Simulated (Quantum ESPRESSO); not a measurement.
Here is a Quantum ESPRESSO 7.5 calculation.

Contents of pw.in:

```
&CONTROL
  calculation = 'vc-relax'
  prefix = 'pwscf'
  outdir = './tmp'
  pseudo_dir = './pseudo'
  tprnfor = .true.
  tstress = .true.
  disk_io = 'low'
  nstep = 40
  forc_conv_thr = 0.0004
  etot_conv_thr = 1d-05
/
&SYSTEM
  ibrav = 0
  nat = 1
  ntyp = 1
  ecutwfc = 80
  nbnd = 13
  input_dft = 'revpbe'
  occupations = 'smearing'
  smearing = 'fd'
  degauss = 0.00367493
  vdw_corr = 'grimme-d3'
  dftd3_version = 3
/
&ELECTRONS
  conv_thr = 2d-10
  electron_maxstep = 120
  mixing_beta = 0.5
/
&IONS
  ion_dynamics = 'bfgs'
/
&CELL
  cell_dynamics = 'bfgs'
  press = 0
  press_conv_thr = 0.3
/
ATOMIC_SPECIES
Mo    95.9500 Mo.upf
CELL_PARAMETERS angstrom
  -1.5838089719    1.5838089719    1.5838089719
   1.5838089719   -1.5838089719    1.5838089719
   1.5838089719    1.5838089719   -1.5838089719
ATOMIC_POSITIONS crystal
Mo     0.0000000000    0.0000000000    0.0000000000
K_POINTS automatic
12 12 12 0 0 0
```

Potentials or basis: PseudoDojo 0.4.1 SR PBE standard.

Launch:

```console
$ OMP_NUM_THREADS=1 pw.x -in pw.in > pw.out
```

**Question.** What does it give for the relaxed cell?

**Answer.** a = 2.705 Å, b = 2.705 Å, c = 2.705 Å, α = 109.47°, β = 109.47°, γ = 109.47°.

**Question.** Estimate the space group after relaxing (to 0.05 Å).

**Answer.** Im-3m (No. 229).

**Question.** Predict the band gap on the k mesh.

**Answer.** None (metal or under the smearing width).

**Question.** Estimate the relaxed volume.

**Answer.** 15.23 Å³/atom.

Step by step:
| step | energy change (eV) | largest force (eV/Å) | pressure (GPa) | volume (Å³) |
| --- | --- | --- | --- | --- |
| 1 | 0.0000 | 0.0000 | -10.82 | 15.89 |
| 2 | -0.0207 | 0.0000 | 3.83 | 15.03 |
| 3 | -0.0231 | 0.0000 | -0.28 | 15.25 |
| 4 | -0.0231 | 0.0000 | -0.01 | 15.23 |

Caveat: the potentials were made for another functional, which shifts forces and pressure; pairwise dispersion overbinds metals, which lowers pressure and volume.
